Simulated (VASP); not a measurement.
# ZnO (P6_3/mmc) in VASP: notebook, part 2 of 2

VASP 6.6.1. The steps go on from the part before.

### 4 Single point, PBEsol (grid = ENCUT=400 dk=0.45 cell=2x2x1 ISMEAR=0 SIGMA=0.05 LREAL=Auto EDIFF=1e-06)

The input, INCAR:

```
  ALGO = Fast
  EDIFF = 1E-6
  ENCUT = 400
  GGA = PS
  ISIF = 2
  ISMEAR = 0
  LASPH = True
  LCHARG = False
  LREAL = Auto
  LWAVE = False
  NBANDS = 80
  NELM = 120
  PREC = Accurate
  SIGMA = 0.05
```

The input, KPOINTS:

```
k-points
0
Gamma
  3 3 2
```

The input, POSCAR:

```
ZnO
1.0
    6.5759343174      0.0000000000      0.0000000000
   -3.2879671586      5.6949261724      0.0000000000
    0.0000000000      0.0000000000      7.1304413500
O Zn
8 8
Direct
    0.0000000000      0.0000000000      0.2500000000
    0.3333333334      0.1666666666      0.7500000000
    0.3333333334      0.6666666666      0.7500000000
    0.8333333333      0.1666666666      0.7500000000
    0.8333333333      0.6666666666      0.7500000000
    0.1666666666      0.3333333334      0.2500000000
    0.6666666666      0.3333333334      0.2500000000
    0.6666666666      0.8333333333      0.2500000000
    0.0000000000      0.5000000000      0.2500000000
    0.5000000000      0.0000000000      0.2500000000
    0.5000000000      0.5000000000      0.2500000000
    0.0000000000      0.0000000000      0.7500000000
    0.0000000000      0.5000000000      0.7500000000
    0.5000000000      0.0000000000      0.7500000000
    0.5000000000      0.5000000000      0.7500000000
    0.1666666666      0.8333333333      0.2500000000
```

Potentials or basis: VASP PAW PBE potentials, release 64 (O, Zn).

The run is started by

```sh
cat potpaw_PBE.64/O/POTCAR potpaw_PBE.64/Zn/POTCAR > POTCAR
mpirun -np 1 vasp_std > vasp.out
```

OUTCAR:

```text
EDIFF = 1E-6
   ENCUT = 400
   GGA = PS
   ISIF = 2
   ISMEAR = 0
   LASPH = True
   LREAL = Auto
   NELM = 120
   PREC = Accurate

 Found      8 irreducible k-points:

 Following reciprocal coordinates:
            Coordinates               Weight
  0.000000  0.000000  0.000000      1.000000
  0.333333  0.000000  0.000000      4.000000
 -0.333333  0.333333  0.000000      2.000000
  0.333333  0.333333  0.000000      2.000000
  0.000000  0.000000  0.500000      1.000000
  0.333333  0.000000  0.500000      4.000000
   k-points           NKPTS =      8   k-points in BZ     NKDIM =      8   number of bands    NBANDS=     80
   number of dos      NEDOS =    301   number of ions     NIONS =     16
   total plane-waves  NPLWV = 110592
   dimension x,y,z NGX =    48 NGY =   48 NGZ =   48
   dimension x,y,z NGXF=    96 NGYF=   96 NGZF=   96
   ions per type =               8   8
   NGX,Y,Z   is equivalent  to a cutoff of  12.13, 12.13, 11.19 a.u.
   NGXF,Y,Z  is equivalent  to a cutoff of  24.27, 24.27, 22.38 a.u.
 SYSTEM =  unknown system
   PREC   = accura    normal or accurate (medium, high low for compatibility)
   ISTART =      0    job   : 0-new  1-cont  2-samecut
   ICHARG =      2    charge: 1-file 2-atom 10-const
   ISPIN  =      1    spin polarized calculation?
   LNONCOLLINEAR =      F non collinear calculations
   LSORBIT =      F    spin-orbit coupling
   LASPH  =      T    aspherical Exc in radial PAW
   ENCUT  =  400.0 eV  29.40 Ry    5.42 a.u.  10.72 10.72 11.63*2*pi/ulx,y,z
   NELM   =    120;   NELMIN=  2; NELMDL= -5     # of ELM steps
   EDIFF  = 0.1E-05   stopping-criterion for ELM
   LREAL  =      T    real-space projection
   EDIFFG = 0.1E-04   stopping-criterion for IOM
   NSW    =      0    number of steps for IOM
   IBRION =     -1    ionic relax: 0-MD 1-quasi-New 2-CG
   NFREE  =      0    steps in history (QN), initial steepest desc. (CG)
   ISIF   =      2    stress and relaxation
   ISYM   =      2    0-nonsym 1-usesym 2-fastsym
   POTIM  = 0.5000    time-step for ionic-motion
   TEBEG  =    0.0;   TEEND  =   0.0 temperature during run
   PSTRESS=    0.0 pullay stress
   NELECT =     144.0000    total number of electrons
   NUPDOWN=      -1.0000    fix difference up-down
   EMIN   =  10.00;   EMAX   =-10.00  energy-range for DOS
   EFERMI =   0.00;   METHOD = LEGACY
   ISMEAR =     0;   SIGMA  =   0.05  broadening in eV -4-tet -1-fermi 0-gaus
   EFERMI_NEDOS =   21; number of points for ismear=-14 and -15
   IALGO  =     68    algorithm
   IMIX   =      4    mixing-type and parameters
     AMIX     =   0.40;   BMIX     =  1.00
     AMIX_MAG =   1.60;   BMIX_MAG =  1.00
  volume/ion in A,a.u.               =      16.69       112.63
  Fermi-wavevector in a.u.,A,eV,Ry     =   1.332524  2.518105 24.158775  1.775620
  Thomas-Fermi vector in A             =   2.461452
   LORBIT       =      0    0 simple, 1 ext, 2 COOP (PROOUT), +10 PAW based schemes
   GGA     = PS    functional components
   LHFCALC =     F    Hartree Fock is set to
   AEXX    =    0.0000 exact exchange contribution
   IVDW    =     0    specifies the selected vdW correction
   LEPSILON=     F    determine dielectric tensor
   LRPA    =     F    only Hartree local field effects (RPA)
 non-spin polarized calculation
 RMM-DIIS sequential band-by-band and
 Gauss-broadening in eV      SIGMA  =   0.05
  energy-cutoff  :      400.00
  volume of cell :      267.03
 maximum number of plane-waves:      4883
 NGX is ok and might be reduce to    48
   NGX = 21   NGY = 21   NGZ = 23

 number of electron     143.9999852 magnetization

 Free energy of the ion-electron system (eV)
  ---------------------------------------------------
  ext. energy  EPLUGINS =         0.00000000
  ---------------------------------------------------
  free energy    TOTEN  =       -62.91294943 eV

  energy without entropy =      -62.91294321  energy(sigma->0) =      -62.91294632

 E-fermi :  -0.1990     XC(G=0):  -9.2054

 val. band max:       -0.3325784816   @ k =  -0.3333   0.3333   0.5000
 cond. band min:      -0.0611265153   @ k =   0.3333   0.0000   0.0000
 fundamental gap:      0.2714519663
 Fermi energy:        -0.1990353501

 k-point     1 :       0.0000    0.0000    0.0000
  band No.  band energies     occupation
      1     -18.8620      2.00000
      2     -18.4812      2.00000
      3     -18.1726      2.00000
      4     -17.7380      2.00000
      5     -17.6894      2.00000
      6     -17.6255      2.00000
[... 72 lines left out ...]
     79       4.0387      0.00000
     80       4.8170      0.00000

 k-point     2 :       0.3333    0.0000    0.0000
  band No.  band energies     occupation
      1     -18.7838      2.00000
      2     -18.5156      2.00000
      3     -18.0620      2.00000
      4     -17.8126      2.00000
      5     -17.7272      2.00000
      6     -17.7166      2.00000
[... 72 lines left out ...]
     79       4.0688      0.00000
     80       4.4634      0.00000

 k-point     3 :      -0.3333    0.3333    0.0000
  band No.  band energies     occupation
      1     -18.8064      2.00000
      2     -18.5257      2.00000
      3     -18.0581      2.00000
      4     -17.8314      2.00000
      5     -17.6926      2.00000
      6     -17.6274      2.00000
[... 72 lines left out ...]
     79       4.0619      0.00000
     80       4.2083      0.00000

 k-point     4 :       0.3333    0.3333    0.0000
  band No.  band energies     occupation
      1     -18.7443      2.00000
      2     -18.5482      2.00000
      3     -17.9392      2.00000
      4     -17.8764      2.00000
      5     -17.8008      2.00000
      6     -17.7270      2.00000
[... 72 lines left out ...]
     79       3.7218      0.00000
     80       4.0807      0.00000

 k-point     5 :       0.0000    0.0000    0.5000
  band No.  band energies     occupation
      1     -18.8613      2.00000
      2     -18.4804      2.00000
      3     -18.1750      2.00000
      4     -17.7376      2.00000
      5     -17.6880      2.00000
      6     -17.6260      2.00000
[... 72 lines left out ...]
     79       4.2460      0.00000
     80       4.9076      0.00000

 k-point     6 :       0.3333    0.0000    0.5000
  band No.  band energies     occupation
      1     -18.7828      2.00000
      2     -18.5149      2.00000
      3     -18.0629      2.00000
      4     -17.8111      2.00000
      5     -17.7258      2.00000
      6     -17.7199      2.00000
[... 72 lines left out ...]
     79       4.6835      0.00000
     80       4.7966      0.00000

 [... further k-points ...]

------------------------ aborting loop because EDIFF is reached ----------------------------------------

  FORCE on cell =-STRESS in cart. coord.  units (eV):
  Direction    XX          YY          ZZ          XY          YZ          ZX
  --------------------------------------------------------------------------------------
  -------------------------------------------------------------------------------------
  Total       -3.1478707      5.4752127     -8.4429655      7.4678093      0.0000000      0.0000000
  in kB      -18.8871094     32.8510759    -50.6574843     44.8065828      0.0000000      0.0000000
  external PRESSURE =     -12.2311726 kB  Pullay stress =       0.0000000 kB

 VOLUME and BASIS-vectors are now :
 -----------------------------------------------------------------------------
  energy-cutoff  :      400.00
  volume of cell :      267.03
      direct lattice vectors                 reciprocal lattice vectors
     6.575934317  0.000000000  0.000000000     0.152069645  0.087797451  0.000000000
    -3.287967159  5.694926172  0.000000000     0.000000000  0.175594901  0.000000000
     0.000000000  0.000000000  7.130441350     0.000000000  0.000000000  0.140243773

 POSITION                                       TOTAL-FORCE (eV/Angst)
 -----------------------------------------------------------------------------------
      0.00000      0.00000      1.78261         0.007073     -0.004084      0.000000
      1.64398      0.94915      5.34783         0.130958     -0.010417      0.000000
      0.00000      3.79662      5.34783        -0.069248      0.039980      0.000000
      4.93195      0.94915      5.34783        -0.137693      0.079497      0.000000
      3.28797      3.79662      5.34783         0.074500     -0.108204      0.000000
     -0.00000      1.89831      1.78261         0.586276      0.800235      0.000000
[... 8 lines left out ...]
      1.64398      2.84746      5.34783         0.025284     -0.014598      0.000000
     -1.64398      4.74577      1.78261        -8.353335      4.822800      0.000000
 -----------------------------------------------------------------------------------
    total drift:                                0.000167     -0.000095     -0.000000

  FREE ENERGIE OF THE ION-ELECTRON SYSTEM (eV)
  ---------------------------------------------------
  free  energy   TOTEN  =       -62.9129494280 eV

  energy  without entropy=      -62.9129432070  energy(sigma->0) =      -62.91294632
```

Run time: 3.2 min. Hardware: 1 thread of Intel Xeon Platinum 8559C (Emerald Rapids), shared host; peak memory 0.35 GiB.

These settings aren't checked as converged: the numbers below hold their error.

Results:

```yaml
Free_energy: -62.9129 eV
Largest_force: 9.646 eV/Å
Band_gap_on_the_k_mesh: 0.27 eV, indirect (least direct gap 0.36 eV)
```

Caveat: the k mesh is coarse (spacing up to 0.44 Å⁻¹), so the values aren't converged; the cutoff is under 1.25 times the usual one of these potentials, so pressure, stress and relaxed cells hold a basis-set (Pulay) error; the PAW data sets were made with another functional, which shifts forces and pressure a little.

### 5 Single point, PBEsol (grid = ENCUT=400 dk=0.45 cell=2x2x1 ISMEAR=0 SIGMA=0.05 LREAL=False EDIFF=1e-06)

INCAR, as its differences from that of step 4:

```diff
@@ -8,3 +8,3 @@
   LCHARG = False
-  LREAL = Auto
+  LREAL = False
   LWAVE = False
```

KPOINTS is that of step 4.

POSCAR is that of step 4.

The run is started by

```sh
cat potpaw_PBE.64/O/POTCAR potpaw_PBE.64/Zn/POTCAR > POTCAR
mpirun -np 1 vasp_std > vasp.out
```

It took 2.7 min on 1 thread of Intel Xeon Platinum 8559C (Emerald Rapids), shared host; peak memory 0.35 GiB.

These settings aren't checked as converged: the numbers below hold their error.

What came out:

| Quantity | Value |
| --- | --- |
| Free energy | -62.9097 eV |
| Largest force | 9.646 eV/Å |
| Band gap on the k mesh | 0.27 eV, indirect (least direct gap 0.36 eV) |

Caveat: the k mesh is coarse (spacing up to 0.44 Å⁻¹), so the values aren't converged; the cutoff is under 1.25 times the usual one of these potentials, so pressure, stress and relaxed cells hold a basis-set (Pulay) error; the PAW data sets were made with another functional, which shifts forces and pressure a little.

### 6 Single point, PBEsol (grid = ENCUT=400 dk=0.45 cell=2x2x1 ISMEAR=0 SIGMA=0.2 LREAL=Auto EDIFF=1e-06)

INCAR, as its differences from that of step 5:

```diff
@@ -8,3 +8,3 @@
   LCHARG = False
-  LREAL = False
+  LREAL = Auto
   LWAVE = False
@@ -13,2 +13,2 @@
   PREC = Accurate
-  SIGMA = 0.05
+  SIGMA = 0.2
```

KPOINTS is that of step 5.

POSCAR is that of step 5.

Potentials or basis: VASP PAW PBE potentials, release 64 (O, Zn).

The run is started by

```sh
cat potpaw_PBE.64/O/POTCAR potpaw_PBE.64/Zn/POTCAR > POTCAR
mpirun -np 1 vasp_std > vasp.out
```

OUTCAR:

```text
EDIFF = 1E-6
   ENCUT = 400
   GGA = PS
   ISIF = 2
   ISMEAR = 0
   LASPH = True
   LREAL = Auto
   NELM = 120
   PREC = Accurate

 Found      8 irreducible k-points:

 Following reciprocal coordinates:
            Coordinates               Weight
  0.000000  0.000000  0.000000      1.000000
  0.333333  0.000000  0.000000      4.000000
 -0.333333  0.333333  0.000000      2.000000
  0.333333  0.333333  0.000000      2.000000
  0.000000  0.000000  0.500000      1.000000
  0.333333  0.000000  0.500000      4.000000
   k-points           NKPTS =      8   k-points in BZ     NKDIM =      8   number of bands    NBANDS=     80
   number of dos      NEDOS =    301   number of ions     NIONS =     16
   total plane-waves  NPLWV = 110592
   dimension x,y,z NGX =    48 NGY =   48 NGZ =   48
   dimension x,y,z NGXF=    96 NGYF=   96 NGZF=   96
   ions per type =               8   8
   NGX,Y,Z   is equivalent  to a cutoff of  12.13, 12.13, 11.19 a.u.
   NGXF,Y,Z  is equivalent  to a cutoff of  24.27, 24.27, 22.38 a.u.
 SYSTEM =  unknown system
   PREC   = accura    normal or accurate (medium, high low for compatibility)
[... 67 lines left out ...]
  band No.  band energies     occupation
      1     -18.8833      2.00000
      2     -18.4652      2.00000
      3     -18.1724      2.00000
      4     -17.7382      2.00000
      5     -17.6892      2.00000
      6     -17.6491      2.00000
[... 487 lines left out ...]
     79       4.6844      0.00000
     80       4.7964      0.00000

 [... further k-points ...]

------------------------ aborting loop because EDIFF is reached ----------------------------------------

  FORCE on cell =-STRESS in cart. coord.  units (eV):
  Direction    XX          YY          ZZ          XY          YZ          ZX
  --------------------------------------------------------------------------------------
  -------------------------------------------------------------------------------------
  Total       -3.1346754      5.5376113     -8.4280179      7.5104206     -0.0000000      0.0000000
  in kB      -18.8079377     33.2254656    -50.5677996     45.0622491     -0.0000000      0.0000000
  external PRESSURE =     -12.0500905 kB  Pullay stress =       0.0000000 kB

 VOLUME and BASIS-vectors are now :
 -----------------------------------------------------------------------------
  energy-cutoff  :      400.00
  volume of cell :      267.03
      direct lattice vectors                 reciprocal lattice vectors
     6.575934317  0.000000000  0.000000000     0.152069645  0.087797451  0.000000000
    -3.287967159  5.694926172  0.000000000     0.000000000  0.175594901  0.000000000
     0.000000000  0.000000000  7.130441350     0.000000000  0.000000000  0.140243773

 POSITION                                       TOTAL-FORCE (eV/Angst)
 -----------------------------------------------------------------------------------
      0.00000      0.00000      1.78261         0.124569     -0.071920      0.000000
      1.64398      0.94915      5.34783         0.127217     -0.009639      0.000000
      0.00000      3.79662      5.34783        -0.067679      0.039074      0.000000
      4.93195      0.94915      5.34783        -0.134739      0.077791      0.000000
      3.28797      3.79662      5.34783         0.071956     -0.105354      0.000000
     -0.00000      1.89831      1.78261         0.457079      0.780510      0.000000
[... 8 lines left out ...]
      1.64398      2.84746      5.34783         0.028215     -0.016290      0.000000
     -1.64398      4.74577      1.78261        -8.284716      4.783183      0.000000
 -----------------------------------------------------------------------------------
    total drift:                                0.000059     -0.000033     -0.000000

  FREE ENERGIE OF THE ION-ELECTRON SYSTEM (eV)
  ---------------------------------------------------
  free  energy   TOTEN  =       -62.9262405822 eV

  energy  without entropy=      -62.8830375657  energy(sigma->0) =      -62.90463907
```

stdout:

```text
POSCAR found type information on POSCAR O Zn
 POSCAR found :  2 types and      16 ions
 scaLAPACK will be used
 -----------------------------------------------------------------------------
|                                                                             |
|                                                                             |
|     You enforced a specific xc type in the INCAR file but a different       |
|     I HOPE YOU KNOW WHAT YOU ARE DOING!                                     |
|                                                                             |
 -----------------------------------------------------------------------------

 LDA part: xc-table for (Slater+PW92), standard interpolation
 POSCAR, INCAR and KPOINTS ok, starting setup
 FFT: planning ... GRIDC
 FFT: planning ... GRID_SOFT
 FFT: planning ... GRID
 WAVECAR not read
 entering main loop
```

It took 3.4 min on 1 thread of Intel Xeon Platinum 8559C (Emerald Rapids), shared host; peak memory 0.35 GiB.

The run converged, but some of its settings lie outside the range that counts as converged, so its numbers aren't taken as properties of the crystal.

Results:

* Free energy: -62.9262 eV
* Largest force: 9.566 eV/Å
* Band gap on the k mesh: 0.31 eV, indirect (least direct gap 0.39 eV)

Caveat: the k mesh is coarse (spacing up to 0.44 Å⁻¹), so the values aren't converged; the cutoff is under 1.25 times the usual one of these potentials, so pressure, stress and relaxed cells hold a basis-set (Pulay) error; the PAW data sets were made with another functional, which shifts forces and pressure a little.
